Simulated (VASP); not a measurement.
# Al (Im-3m) in VASP: notebook, part 2 of 2

VASP 6.6.1.

## 3. Relaxation of cell and atoms, PBE+D3(BJ)

INCAR

```
PREC = Accurate
ENCUT = 600
EDIFF = 1E-7
ISMEAR = 0
SIGMA = 0.1
LREAL = F
LASPH = T
NELM = 100
ALGO = Normal
ISIF = 3
LWAVE = F
LCHARG = F
GGA = PE
IVDW = 12
IBRION = 2
NSW = 90
EDIFFG = -0.005
```

KPOINTS

```
regular mesh
0
Gamma
  18 18 18
```

POSCAR

```
Al
1.0
   -1.6070005800      1.6070005800      1.6070005800
    1.6070005800     -1.6070005800      1.6070005800
    1.6070005800      1.6070005800     -1.6070005800
Al
1
Direct
    0.0000000000      0.0000000000      0.0000000000
```

Potentials or basis: VASP PAW PBE potentials, release 64 (Al).

Launch:

```console
$ cat potpaw_PBE.64/Al/POTCAR > POTCAR
$ mpirun -np 1 vasp_std > vasp.out
```

OUTCAR:

```text
PREC = Accurate
   ENCUT = 600
   EDIFF = 1E-7
   ISMEAR = 0
   LREAL = F
   LASPH = T
   NELM = 100
   ISIF = 3
   GGA = PE
   IVDW = 12
   IBRION = 2
   NSW = 90
   EDIFFG = -0.005
 IVDW          = 12

 ion  position               nearest neighbor table
   1  0.000  0.000  0.000-

  LATTYP: Found a body centered cubic cell.
 ALAT       =     3.2140011600

  Lattice vectors:

 A1 = (  -1.6070005800,   1.6070005800,   1.6070005800)
 A2 = (   1.6070005800,  -1.6070005800,   1.6070005800)
 A3 = (   1.6070005800,   1.6070005800,  -1.6070005800)

Analysis of symmetry for initial positions (statically):
=====================================================================
 Subroutine PRICEL returns:
 Original cell was already a primitive cell.

 Routine SETGRP: Setting up the symmetry group for a
 body centered cubic supercell.

 Subroutine GETGRP returns: Found 48 space group operations
 (whereof 48 operations were pure point group operations)
 out of a pool of 48 trial point group operations.

The static configuration has the point symmetry O_h .

Analysis of symmetry for dynamics (positions and initial velocities):
=====================================================================
 Subroutine PRICEL returns:
 Original cell was already a primitive cell.

 Routine SETGRP: Setting up the symmetry group for a
 body centered cubic supercell.

 Subroutine GETGRP returns: Found 48 space group operations
 (whereof 48 operations were pure point group operations)
 out of a pool of 48 trial point group operations.

The dynamic configuration has the point symmetry O_h .

 Subroutine INISYM returns: Found 48 space group operations
 (whereof 48 operations are pure point group operations),
 and found     1 'primitive' translations

----------------------------------------------------------------------------------------

                                     Primitive cell

  volume of cell :      16.6000

  direct lattice vectors                    reciprocal lattice vectors
    -1.607000580  1.607000580  1.607000580     0.000000000  0.311138656  0.311138656
[... 92 lines left out ...]
   POTIM  = 0.5000    time-step for ionic-motion
   TEBEG  =    0.0;   TEEND  =   0.0 temperature during run
   PSTRESS=    0.0 pullay stress
   NELECT =       3.0000    total number of electrons
   NUPDOWN=      -1.0000    fix difference up-down
   EMIN   =  10.00;   EMAX   =-10.00  energy-range for DOS
   EFERMI =   0.00;   METHOD = LEGACY
   ISMEAR =     0;   SIGMA  =   0.10  broadening in eV -4-tet -1-fermi 0-gaus
   EFERMI_NEDOS =   21; number of points for ismear=-14 and -15
   IALGO  =     38    algorithm
   IMIX   =      4    mixing-type and parameters
     AMIX     =   0.40;   BMIX     =  1.00
     AMIX_MAG =   1.60;   BMIX_MAG =  1.00
  volume/ion in A,a.u.               =      16.60       112.02
  Fermi-wavevector in a.u.,A,eV,Ry     =   0.925577  1.749087 11.656013  0.856693
  Thomas-Fermi vector in A             =   2.051446
   LORBIT       =      0    0 simple, 1 ext, 2 COOP (PROOUT), +10 PAW based schemes
   GGA     = PE    functional components
   LHFCALC =     F    Hartree Fock is set to
   AEXX    =    0.0000 exact exchange contribution
   IVDW    =    12    specifies the selected vdW correction
   LEPSILON=     F    determine dielectric tensor
   LRPA    =     F    only Hartree local field effects (RPA)
 conjugate gradient relaxation of ions
 non-spin polarized calculation
 Gauss-broadening in eV      SIGMA  =   0.10
  energy-cutoff  :      600.00
  volume of cell :       16.60
 maximum number of plane-waves:       586
 NGX is ok and might be reduce to    24
   NGX = 11   NGY = 11   NGZ = 11

--------------------------------------- Ionic step        1  -------------------------------------------

 number of electron       3.0000000 magnetization

 Free energy of the ion-electron system (eV)
  ---------------------------------------------------
  ext. energy  EPLUGINS =         0.00000000
  ---------------------------------------------------
  free energy    TOTEN  =        -3.65140309 eV

  energy without entropy =       -3.64971889  energy(sigma->0) =       -3.65056099

------------------------ aborting loop because EDIFF is reached ----------------------------------------

 Edisp (eV)   -0.33371

 E8    (eV) :    -0.1490
[... 69 lines left out ...]
--------------------------------------- Ionic step        3  -------------------------------------------

 number of electron       3.0000000 magnetization

 Free energy of the ion-electron system (eV)
  ---------------------------------------------------
  ext. energy  EPLUGINS =         0.00000000
  ---------------------------------------------------
  free energy    TOTEN  =        -3.64478491 eV

  energy without entropy =       -3.64286738  energy(sigma->0) =       -3.64382615

 E-fermi :   8.2331     XC(G=0): -10.2742

 val. band max:        8.2266134806   @ k =   0.2778   0.1667   0.0556
 cond. band min:       8.2353706580   @ k =  -0.3889   0.3889   0.1667
 fundamental gap:      0.0087571774
 Fermi energy:         8.2331191446

 k-point     1 :       0.0000    0.0000    0.0000
  band No.  band energies     occupation
      1      -3.0577      2.00000
      2      21.6068      0.00000
      3      21.6068      0.00000
      4      21.6068      0.00000
      5      23.2157      0.00000
[... 177 lines left out ...]
 k-point    24 :       0.3889    0.1111    0.0000
  band No.  band energies     occupation
      1       2.8430      2.00000
      2       5.9782      2.00000
      3      13.4184      0.00000
      4      16.3651      0.00000
      5      19.8389      0.00000

 [... further k-points ...]

------------------------ aborting loop because EDIFF is reached ----------------------------------------

 Edisp (eV)   -0.34292

 E8    (eV) :    -0.1532
[... 24 lines left out ...]
  FREE ENERGIE OF THE ION-ELECTRON SYSTEM (eV)
  ---------------------------------------------------
  free  energy   TOTEN  =        -3.9877093063 eV

  energy  without entropy=       -3.9857917791  energy(sigma->0) =       -3.98675054

 reached required accuracy - stopping structural energy minimisation
```

OSZICAR:

```text
N       E                     dE             d eps       ncg     rms          rms(c)
DAV:   1    -0.114716534118E+01   -0.11472E+01   -0.96241E+02  1960   0.382E+02
DAV:   2    -0.365684703551E+01   -0.25097E+01   -0.23453E+01  2525   0.332E+01
DAV:   3    -0.367547255183E+01   -0.18626E-01   -0.18616E-01  2745   0.359E+00
[... 17 lines left out ...]
       N       E                     dE             d eps       ncg     rms          rms(c)
DAV:   1    -0.364478770631E+01   -0.86327E-03   -0.27774E-04  2665   0.105E-01    0.140E-02
DAV:   2    -0.364478621639E+01    0.14899E-05   -0.18951E-06  2405   0.129E-02    0.535E-03
DAV:   3    -0.364478506724E+01    0.11492E-05   -0.27902E-07  2590   0.352E-03    0.161E-03
DAV:   4    -0.364478492545E+01    0.14179E-06   -0.21569E-08  1335   0.972E-04    0.889E-04
DAV:   5    -0.364478490909E+01    0.16358E-07   -0.13872E-09  1195   0.331E-04
   3 F= -.39877093E+01 E0= -.39867505E+01  d E =-.259185E-02
```

Wall time 12 s (1 thread of Intel Xeon Platinum 8559C (Emerald Rapids), shared host); peak memory 0.15 GiB.

What came out:

```yaml
Free_energy: -3.9877 eV
Relaxed_volume: 16.17 Å³/atom
Relaxed_cell: a = 2.759 Å, b = 2.759 Å, c = 2.759 Å, α = 109.47°, β = 109.47°, γ = 109.47°
Space_group_after_relaxing_to_0.05_Å: Im-3m (No. 229)
Energy_gained_by_relaxing: 2.6 meV/atom
Ionic_steps: 3
Pressure_after_relaxing: 0.0 GPa
Band_gap_on_the_k_mesh: none (metal or under the smearing width)
Dispersion_energy_per_atom: -0.343 eV
```

Step by step:
```
step  energy change (eV)  largest force (eV/Å)  pressure (GPa)  volume (Å³)
   1              0.0000                0.0000           -1.89        16.60
   2             -0.0026                0.0000            0.18        16.13
   3             -0.0026                0.0000            0.00        16.17
```

Final structure:
```
CELL_PARAMETERS angstrom
-1.59305 1.59305 1.59305
1.59305 -1.59305 1.59305
1.59305 1.59305 -1.59305
ATOMIC_POSITIONS crystal
Al 0.00000 0.00000 0.00000
```

Levels at points of the mesh, in eV from the Fermi level:
```
           k point  band 1  band 2  band 3  band 4  band 5
(0.00, 0.00, 0.00)  -11.29   13.37   13.37   13.37   14.98
(0.50, 0.00, 0.00)   -4.41   -3.90    8.30    8.30   10.10
(0.50, 0.50, 0.50)    1.88    1.88    1.88    2.94    2.94
```

Caveat: pairwise dispersion overbinds metals, which lowers pressure and volume.
